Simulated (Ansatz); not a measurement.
Runs of Ansatz 0.2.0 on W. Symmetry: Fm-3m, No. 225, cubic system. Conventional cell: a = 4.060 Å, b = 4.060 Å, c = 4.060 Å, α = 90.00°, β = 90.00°, γ = 90.00°. W (site symmetry m-3m) is surrounded by 12 W at 2.87 Å. This isn't the form of W at room conditions, which is bcc.

```csv
task,level,cell,k mesh,cutoff (eV),points for each segment of the path,mesh quality,gap on the mesh (eV),pressure (GPa),relaxed volume (Å³/atom)
single point,PBE0,as given,6 × 6 × 6,420,-,coarse,none,-,-
band structure,HSE06,as given,6 × 6 × 6,420,4,coarse,none,-,-
relaxation of cell and atoms,HSE03,relaxed,6 × 6 × 6,420,-,coarse,none,-,(b)
relaxation of cell and atoms,B3LYP,relaxed,6 × 6 × 6,420,-,coarse,none,-,16.74
relaxation of cell and atoms,PBEsol,relaxed,11 × 11 × 11,420,-,not flagged,none,0.0,16.00
relaxation of cell and atoms,LDA,relaxed,11 × 11 × 11,420,-,not flagged,none,0.0,15.72
relaxation of cell and atoms,PBE0,relaxed,6 × 6 × 6,420,-,coarse,none,-,(c)
band structure,BLYP,as given,11 × 11 × 11,420,14,not flagged,none,4.8,-
relaxation of cell and atoms,r2SCAN+D4,relaxed,11 × 11 × 11,500,-,not flagged,none,0.0,(a)
single point,r2SCAN50,as given,6 × 6 × 6,500,-,coarse,none,-,-
single point,r2SCANh,as given,6 × 6 × 6,500,-,coarse,none,-,-
relaxation of cell and atoms,PBEsol+D3(BJ),relaxed,11 × 11 × 11,420,-,not flagged,none,0.0,15.62
```

Alike in all rows: potentials or basis Ansatz PAW; no spin polarisation; smearing fermi-dirac 0.05 eV.

**Question.** Estimate the missing entries.

**Answer.** (a) 16.09; (b) 16.26; (c) 16.24.

Caveats: some runs use coarse meshes; the PAW data sets come from PBE, with cores solved anew for the run's functional, which leaves a small shift of forces and pressure; the plane-wave basis is chosen anew once the cell has moved, so the energies of steps on either side of that aren't comparable (some runs); the potentials were made for another functional, which shifts forces and pressure (some runs); pairwise dispersion overbinds metals, which lowers pressure and volume (some runs).

A k mesh can miss the band edges, and the runs leave out spin-orbit coupling on W.

A gap of «none» marks a metal or a gap under the smearing width.

Not every run made on this cell is shown here.
